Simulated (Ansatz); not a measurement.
Here is an Ansatz 0.2.0 calculation.

File input.yaml:

```yaml
crystal:
  lattice:
    - [0.0, 2.2535006075, 2.2535006075]
    - [2.2535006075, 0.0, 2.2535006075]
    - [2.2535006075, 2.2535006075, 0.0]
  atoms:
    - { symbol: Ga, position: [0.0, 0.0, 0.0] }
    - { symbol: "N", position: [0.25, 0.25, 0.25] }
kpoints:
  mp_grid: { grid: [10, 10, 10] }
  band_path:
    path:
      - [0.0, 0.0, 0.0]
      - [0.5, 0.0, 0.5]
      - [0.5, 0.25, 0.75]
      - [0.375, 0.375, 0.75]
      - [0.0, 0.0, 0.0]
      - [0.5, 0.5, 0.5]
      - [0.625, 0.25, 0.625]
      - [0.5, 0.25, 0.75]
    npoints: 12
scf:
  occupations: { method: fermi_dirac, width: 0.05 }
hamiltonian:
  xc: pbesol
  pseudopotentials: { kind: all_electron, lapw: { basis_error: 0.001 } }
output:
  forces: true
  stress: true
  eigenvalues: true
```

Potentials or basis: all-electron LAPW, scalar-relativistic.

The run is started by

```bash
$ ansatz run input.yaml --threads 1 --pin off --max-ram 3072MiB --backend cpu --events-out ev --progress --plain --runs-dir out
```

Task: Estimate the band gap along the path.

Result: 1.68 eV, direct.

Task: What does it give for the band gap on the k mesh?

Result: 1.68 eV, direct.

Task: What does it give for the pressure?

Result: -1.1 GPa.

Levels at the corners of the path, in eV from the valence-band top:
| point | band 10 | band 11 | band 12 | band 13 | band 14 | band 15 | band 16 | band 17 | band 18 |
| --- | --- | --- | --- | --- | --- | --- | --- | --- | --- |
| Γ | -13.16 | -13.16 | 0.00 | 0.00 | 0.00 | 1.68 | 10.21 | 10.21 | 10.21 |
| X | -13.08 | -11.44 | -6.18 | -2.73 | -2.73 | 3.22 | 6.56 | 11.57 | 13.87 |
| W | -13.15 | -11.15 | -5.74 | -3.74 | -3.69 | 6.11 | 8.36 | 10.18 | 10.93 |
| K | -13.12 | -11.27 | -5.91 | -4.31 | -2.19 | 4.87 | 7.81 | 10.93 | 12.74 |
| Γ | -13.16 | -13.16 | 0.00 | 0.00 | 0.00 | 1.68 | 10.21 | 10.21 | 10.21 |
| L | -13.11 | -11.88 | -7.11 | -0.98 | -0.98 | 4.56 | 8.63 | 10.25 | 10.25 |
| U | -13.12 | -11.27 | -5.91 | -4.31 | -2.19 | 4.87 | 7.81 | 10.93 | 12.74 |
| W | -13.15 | -11.15 | -5.74 | -3.74 | -3.69 | 6.11 | 8.36 | 10.18 | 10.93 |

**What was measured.**

From a printed reference work, textbook, for a bulk crystal of GaN at 0 K: band gap 3.299 eV (direct).

Against the measured gap of GaN, 3.299 eV (direct; 0 K; a printed reference work, textbook), the calculated 1.68 eV is off by -1.62 eV. Spin-orbit coupling on Ga is left out. The value is that of PBEsol, without temperature or zero-point motion. Semilocal functionals fall short of measured gaps as a rule. The cell is a database's relaxed one, not the measured one, which moves gaps too.
